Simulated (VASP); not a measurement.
# Cs2SnI6 (Fm-3m) in VASP: relaxation of cell and atoms with PBEsol

Aim: the relaxation of cell and atoms of Cs2SnI6 with PBEsol.

Program: VASP 6.6.1. These are calculated values, not measurements. Logs are shortened: lines on timing, memory, paths and dates and some standing lists are left out, and cuts for length are marked.

**1. The structure**

The structure is cubic, space group Fm-3m (No. 225). The conventional cell has a = 11.575 Å, b = 11.575 Å, c = 11.575 Å, α = 90.00°, β = 90.00°, γ = 90.00°. Cs (site symmetry -43m) is surrounded by 12 I at 4.09 Å. Sn (site symmetry m-3m) has 6 I at 2.87 Å as nearest neighbours. Around I (site symmetry 4mm) lie 1 Sn at 2.87 Å.

**2. Relaxation of cell and atoms, PBEsol**

INCAR reads:

```
PREC = Accurate
ENCUT = 600
EDIFF = 1E-7
ISMEAR = 0
SIGMA = 0.03
LREAL = False
LASPH = True
NELM = 80
ALGO = Normal
ISIF = 3
LWAVE = False
LCHARG = False
GGA = PS
IBRION = 2
NSW = 90
EDIFFG = -0.005
KPAR = 4
```

KPOINTS reads:

```
regular mesh
0
Gamma
  6 6 6
```

POSCAR reads:

```
Cs2SnI6                                 
1.0
    0.0000000000      5.7875974006      5.7875974006
    5.7875974006      0.0000000000      5.7875974006
    5.7875974006      5.7875974006     -0.0000000000
  Cs              Sn              I             
     2     1     6
Direct
     0.2500000000000000    0.2500000000000000    0.2500000000000000
     0.7500000000000000    0.7500000000000000    0.7500000000000000
     0.0000000000000000    0.0000000000000000    0.0000000000000000
     0.7520138498632497    0.2479861501367503    0.2479861501367503
     0.2479861501367503    0.7520138498632497    0.2479861501367503
     0.2479861501367503    0.7520138498632497    0.7520138498632497
     0.7520138498632497    0.2479861501367503    0.7520138498632497
     0.2479861501367503    0.2479861501367503    0.7520138498632497
     0.7520138498632497    0.7520138498632497    0.2479861501367503
```

Potentials or basis: VASP PAW PBE potentials, release 64 (Cs_sv, Sn_d, I).

Run with:

```sh
$ cat potpaw_PBE.64/Cs_sv/POTCAR potpaw_PBE.64/Sn_d/POTCAR potpaw_PBE.64/I/POTCAR > POTCAR
$ mpirun -np 4 vasp_std > vasp.out
```

OUTCAR:

```text
PREC = Accurate
   ENCUT = 600
   EDIFF = 1E-7
   ISMEAR = 0
   LREAL = False
   LASPH = True
   NELM = 80
   ISIF = 3
   GGA = PS
   IBRION = 2
   NSW = 90
   EDIFFG = -0.005

 ion  position               nearest neighbor table
   1  0.250  0.250  0.250-
   2  0.750  0.750  0.750-
   3  0.000  0.000  0.000-   4 2.87   5 2.87   6 2.87   7 2.87   8 2.87   9 2.87
   4  0.752  0.248  0.248-   3 2.87
   5  0.248  0.752  0.248-   3 2.87
   6  0.248  0.752  0.752-   3 2.87
   7  0.752  0.248  0.752-   3 2.87
   8  0.248  0.248  0.752-   3 2.87
   9  0.752  0.752  0.248-   3 2.87

  LATTYP: Found a face centered cubic cell.
 ALAT       =    11.5751948012

  Lattice vectors:

 A1 = (   0.0000000000,   5.7875974006,   5.7875974006)
 A2 = (   5.7875974006,   0.0000000000,   5.7875974006)
 A3 = (   5.7875974006,   5.7875974006,   0.0000000000)

Analysis of symmetry for initial positions (statically):
=====================================================================
 Subroutine PRICEL returns:
 Original cell was already a primitive cell.

 Routine SETGRP: Setting up the symmetry group for a
 face centered cubic supercell.

 Subroutine GETGRP returns: Found 48 space group operations
 (whereof 48 operations were pure point group operations)
 out of a pool of 48 trial point group operations.

The static configuration has the point symmetry O_h .

Analysis of symmetry for dynamics (positions and initial velocities):
=====================================================================
 Subroutine PRICEL returns:
 Original cell was already a primitive cell.

 Routine SETGRP: Setting up the symmetry group for a
 face centered cubic supercell.

 Subroutine GETGRP returns: Found 48 space group operations
 (whereof 48 operations were pure point group operations)
 out of a pool of 48 trial point group operations.

The dynamic configuration has the point symmetry O_h .

 Subroutine INISYM returns: Found 48 space group operations
 (whereof 48 operations are pure point group operations),
 and found     1 'primitive' translations

----------------------------------------------------------------------------------------

                                     Primitive cell

  volume of cell :     387.7260

  direct lattice vectors                    reciprocal lattice vectors
     0.000000000  5.787597401  5.787597401    -0.086391635  0.086391635  0.086391635
     5.787597401  0.000000000  5.787597401     0.086391635 -0.086391635  0.086391635
     5.787597401  5.787597401  0.000000000     0.086391635  0.086391635 -0.086391635

  length of vectors
     8.184898737  8.184898737  8.184898737     0.149634701  0.149634701  0.149634701

  position of ions in fractional coordinates (direct lattice)
     0.250000000  0.250000000  0.250000000
     0.750000000  0.750000000  0.750000000
     0.000000000  0.000000000  0.000000000
     0.752013850  0.247986150  0.247986150
     0.247986150  0.752013850  0.247986150
     0.247986150  0.752013850  0.752013850
     0.752013850  0.247986150  0.752013850
     0.247986150  0.247986150  0.752013850
     0.752013850  0.752013850  0.247986150

  ion indices of the primitive-cell ions
   primitive index   ion index
                 1           1
                 2           2
                 3           3
                 4           4
                 5           5
                 6           6
                 7           7
                 8           8
                 9           9

----------------------------------------------------------------------------------------

 KPOINTS: regular mesh

Automatic generation of k-mesh.
 Grid dimensions read from file:
 generate k-points for:    6    6    6

 Generating k-lattice:

  Cartesian coordinates                     Fractional coordinates (reciprocal lattice)
    -0.014398606  0.014398606  0.014398606     0.166666667  0.000000000  0.000000000
     0.014398606 -0.014398606  0.014398606     0.000000000  0.166666667  0.000000000
     0.014398606  0.014398606 -0.014398606     0.000000000  0.000000000  0.166666667

  Length of vectors
     0.024939117  0.024939117  0.024939117

  Shift w.r.t. Gamma in fractional coordinates (k-lattice)
     0.000000000  0.000000000  0.000000000

 Subroutine IBZKPT returns following result:
 ===========================================

 Found     16 irreducible k-points:

 Following reciprocal coordinates:
            Coordinates               Weight
  0.000000  0.000000  0.000000      1.000000
  0.166667  0.000000  0.000000      8.000000
  0.333333  0.000000  0.000000      8.000000
  0.500000  0.000000  0.000000      4.000000
  0.166667  0.166667  0.000000      6.000000
  0.333333  0.166667  0.000000     24.000000
[... 8 lines left out ...]
 -0.333333  0.333333  0.166667     24.000000
 -0.333333  0.500000  0.166667     12.000000
   k-points           NKPTS =     16   k-points in BZ     NKDIM =     16   number of bands    NBANDS=     44
   number of dos      NEDOS =    301   number of ions     NIONS =      9
   total plane-waves  NPLWV = 343000
   dimension x,y,z NGX =    70 NGY =   70 NGZ =   70
   dimension x,y,z NGXF=   140 NGYF=  140 NGZF=  140
   ions per type =               2   1   6
   NGX,Y,Z   is equivalent  to a cutoff of  14.22, 14.22, 14.22 a.u.
   NGXF,Y,Z  is equivalent  to a cutoff of  28.44, 28.44, 28.44 a.u.
 SYSTEM =  unknown system
   PREC   = accura    normal or accurate (medium, high low for compatibility)
   ISTART =      0    job   : 0-new  1-cont  2-samecut
   ICHARG =      2    charge: 1-file 2-atom 10-const
   ISPIN  =      1    spin polarized calculation?
   LNONCOLLINEAR =      F non collinear calculations
   LSORBIT =      F    spin-orbit coupling
   LASPH  =      T    aspherical Exc in radial PAW
   ENCUT  =  600.0 eV  44.10 Ry    6.64 a.u.  16.35 16.35 16.35*2*pi/ulx,y,z
   NELM   =     80;   NELMIN=  2; NELMDL= -5     # of ELM steps
   EDIFF  = 0.1E-06   stopping-criterion for ELM
   LREAL  =      F    real-space projection
   EDIFFG = -.5E-02   stopping-criterion for IOM
   NSW    =     90    number of steps for IOM
   IBRION =      2    ionic relax: 0-MD 1-quasi-New 2-CG
   NFREE  =      1    steps in history (QN), initial steepest desc. (CG)
   ISIF   =      3    stress and relaxation
   ISYM   =      2    0-nonsym 1-usesym 2-fastsym
   POTIM  = 0.5000    time-step for ionic-motion
   TEBEG  =    0.0;   TEEND  =   0.0 temperature during run
   PSTRESS=    0.0 pullay stress
   NELECT =      74.0000    total number of electrons
   NUPDOWN=      -1.0000    fix difference up-down
   EMIN   =  10.00;   EMAX   =-10.00  energy-range for DOS
   EFERMI =   0.00;   METHOD = LEGACY
   ISMEAR =     0;   SIGMA  =   0.03  broadening in eV -4-tet -1-fermi 0-gaus
   EFERMI_NEDOS =   21; number of points for ismear=-14 and -15
   IALGO  =     38    algorithm
   IMIX   =      4    mixing-type and parameters
     AMIX     =   0.40;   BMIX     =  1.00
     AMIX_MAG =   1.60;   BMIX_MAG =  1.00
  volume/ion in A,a.u.               =      43.08       290.72
  Fermi-wavevector in a.u.,A,eV,Ry     =   0.942563  1.781186 12.087758  0.888425
  Thomas-Fermi vector in A             =   2.070185
   LORBIT       =      0    0 simple, 1 ext, 2 COOP (PROOUT), +10 PAW based schemes
   GGA     = PS    functional components
   LHFCALC =     F    Hartree Fock is set to
   AEXX    =    0.0000 exact exchange contribution
   IVDW    =     0    specifies the selected vdW correction
   LEPSILON=     F    determine dielectric tensor
   LRPA    =     F    only Hartree local field effects (RPA)
 conjugate gradient relaxation of ions
 non-spin polarized calculation
 Gauss-broadening in eV      SIGMA  =   0.03
  energy-cutoff  :      600.00
  volume of cell :      387.73
 maximum number of plane-waves:     12976
 NGX is ok and might be reduce to    70
   NGX = 33   NGY = 33   NGZ = 33

--------------------------------------- Ionic step        1  -------------------------------------------

 number of electron      73.9999998 magnetization

 Free energy of the ion-electron system (eV)
  ---------------------------------------------------
  ext. energy  EPLUGINS =         0.00000000
  ---------------------------------------------------
  free energy    TOTEN  =       -24.87927185 eV

  energy without entropy =      -24.87891687  energy(sigma->0) =      -24.87909436

------------------------ aborting loop because EDIFF is reached ----------------------------------------

  FORCE on cell =-STRESS in cart. coord.  units (eV):
  Direction    XX          YY          ZZ          XY          YZ          ZX
  --------------------------------------------------------------------------------------
  -------------------------------------------------------------------------------------
  Total       -0.0663844     -0.0663844     -0.0663844      0.0000000      0.0000000     -0.0000000
  in kB       -0.2743162     -0.2743162     -0.2743162      0.0000000      0.0000000     -0.0000000
  external PRESSURE =      -0.2743162 kB  Pullay stress =       0.0000000 kB

 VOLUME and BASIS-vectors are now :
 -----------------------------------------------------------------------------
  energy-cutoff  :      600.00
  volume of cell :      387.73
      direct lattice vectors                 reciprocal lattice vectors
     0.000000000  5.787597401  5.787597401    -0.086391635  0.086391635  0.086391635
     5.787597401  0.000000000  5.787597401     0.086391635 -0.086391635  0.086391635
     5.787597401  5.787597401  0.000000000     0.086391635  0.086391635 -0.086391635
[... 130 lines left out ...]
 POSITION                                       TOTAL-FORCE (eV/Angst)
 -----------------------------------------------------------------------------------
      2.89119      2.89119      2.89119        -0.000000     -0.000000      0.000000
      8.67357      8.67357      8.67357        -0.000000     -0.000000      0.000000
      5.78238     11.56476      5.78238        -0.000000     -0.000000      0.000000
      2.86922      5.78238      5.78238         0.011183     -0.000000      0.000000
      5.78238      2.86922      5.78238        -0.000000      0.011183      0.000000
      8.69554      5.78238      5.78238        -0.011183     -0.000000      0.000000
      5.78238      8.69554      5.78238        -0.000000     -0.011183      0.000000
      5.78238      5.78238      2.86922        -0.000000     -0.000000      0.011183
      5.78238      5.78238      8.69554        -0.000000     -0.000000     -0.011183
 -----------------------------------------------------------------------------------
    total drift:                                0.000000      0.000000      0.000000

  FREE ENERGIE OF THE ION-ELECTRON SYSTEM (eV)
  ---------------------------------------------------
  free  energy   TOTEN  =       -24.8793836047 eV

  energy  without entropy=      -24.8790291176  energy(sigma->0) =      -24.87920636

--------------------------------------- Ionic step        5  -------------------------------------------

 number of electron      73.9999999 magnetization

 Free energy of the ion-electron system (eV)
  ---------------------------------------------------
  ext. energy  EPLUGINS =         0.00000000
  ---------------------------------------------------
  free energy    TOTEN  =       -24.87943596 eV

  energy without entropy =      -24.87908171  energy(sigma->0) =      -24.87925883

 E-fermi :   2.0040     XC(G=0):  -8.2234

 val. band max:        1.9819784349   @ k =   0.0000   0.0000   0.0000
 cond. band min:       2.2734914806   @ k =   0.1667   0.0000   0.0000
 fundamental gap:      0.2915130458
 Fermi energy:         2.0039571124

 k-point     1 :       0.0000    0.0000    0.0000
  band No.  band energies     occupation
      1     -19.3692      2.00000
      2     -19.3692      2.00000
      3     -19.3156      2.00000
      4     -19.3156      2.00000
      5     -19.3156      2.00000
      6     -18.4089      2.00000
[... 763 lines left out ...]
 POSITION                                       TOTAL-FORCE (eV/Angst)
 -----------------------------------------------------------------------------------
      2.88997      2.88997      2.88997        -0.000000     -0.000000      0.000000
      8.66990      8.66990      8.66990        -0.000000     -0.000000      0.000000
      0.00000      0.00000      0.00000        -0.000000     -0.000000      0.000000
      2.87014      5.77993      5.77993         0.003394     -0.000000      0.000000
      5.77993      2.87014      5.77993        -0.000000      0.003394      0.000000
      8.68973      5.77993      5.77993        -0.003394     -0.000000      0.000000
      5.77993      8.68973      5.77993        -0.000000     -0.003394      0.000000
      5.77993      5.77993      2.87014        -0.000000     -0.000000      0.003394
      5.77993      5.77993      8.68973        -0.000000     -0.000000     -0.003394
 -----------------------------------------------------------------------------------
    total drift:                                0.000000      0.000000     -0.000000

  FREE ENERGIE OF THE ION-ELECTRON SYSTEM (eV)
  ---------------------------------------------------
  free  energy   TOTEN  =       -24.8794359574 eV

  energy  without entropy=      -24.8790817057  energy(sigma->0) =      -24.87925883

 reached required accuracy - stopping structural energy minimisation
```

It took 5.7 min on 4 MPI ranks of Intel Xeon 6975P-C (Granite Rapids), shared host; peak memory 0.97 GiB.

Results:

```
Free energy                            : -24.8794 eV
Relaxed volume                         : 42.91 Å³/atom
Relaxed cell                           : a = 8.174 Å, b = 8.174 Å, c = 8.174 Å, α = 60.00°, β = 60.00°, γ = 60.00°
Space group after relaxing (to 0.05 Å) : Fm-3m (No. 225)
Energy gained by relaxing              : 0.0 meV/atom
Ionic steps                            : 5
Pressure after relaxing                : 0.0 GPa
Largest force after relaxing           : 0.003 eV/Å
Band gap on the k mesh                 : none (metal or under the smearing width)
```

Forces in eV/Å, atoms in the order of the input:
```
Cs   0.000  0.000  0.000
Cs   0.000  0.000  0.000
Sn   0.000  0.000  0.000
I    0.003  0.000  0.000
I    0.000  0.003  0.000
I   -0.003  0.000  0.000
I    0.000 -0.003  0.000
I    0.000  0.000  0.003
I    0.000  0.000 -0.003
```

Step by step:
```
step  energy change (eV)  largest force (eV/Å)  pressure (GPa)  volume (Å³)
   1              0.0000                0.0059           -0.03       387.73
   2             -0.0001                0.0096           -0.01       387.31
   3             -0.0001                0.0138            0.01       386.84
   4             -0.0001                0.0112            0.01       386.68
   5             -0.0002                0.0034            0.01       386.19
```

Final structure:
```yaml
crystal:
  lattice:
    - [0.00000, 5.77993, 5.77993]
    - [5.77993, 0.00000, 5.77993]
    - [5.77993, 5.77993, 0.00000]
  atoms:
    - { symbol: Cs, position: [0.25000, 0.25000, 0.25000] }
    - { symbol: Cs, position: [0.75000, 0.75000, 0.75000] }
    - { symbol: Sn, position: [0.00000, 0.00000, 0.00000] }
    - { symbol: I, position: [0.75172, 0.24828, 0.24828] }
    - { symbol: I, position: [0.24828, 0.75172, 0.24828] }
    - { symbol: I, position: [0.24828, 0.75172, 0.75172] }
    - { symbol: I, position: [0.75172, 0.24828, 0.75172] }
    - { symbol: I, position: [0.24828, 0.24828, 0.75172] }
    - { symbol: I, position: [0.75172, 0.75172, 0.24828] }
```

Levels at points of the mesh, in eV from the Fermi level:
| k point | band 34 | band 35 | band 36 | band 37 | band 38 | band 39 | band 40 | band 41 |
| --- | --- | --- | --- | --- | --- | --- | --- | --- |
| (0.00, 0.00, 0.00) | -0.50 | -0.10 | -0.02 | -0.02 | -0.02 | 3.84 | 3.84 | 3.84 |
| (0.50, 0.00, 0.00) | -0.48 | -0.45 | -0.32 | -0.32 | 0.97 | 3.27 | 5.00 | 5.00 |
| (0.50, 0.50, 0.00) | -0.76 | -0.76 | -0.65 | -0.06 | 1.36 | 4.38 | 4.38 | 4.55 |

Caveat: the PAW data sets were made with another functional, which shifts forces and pressure a little.
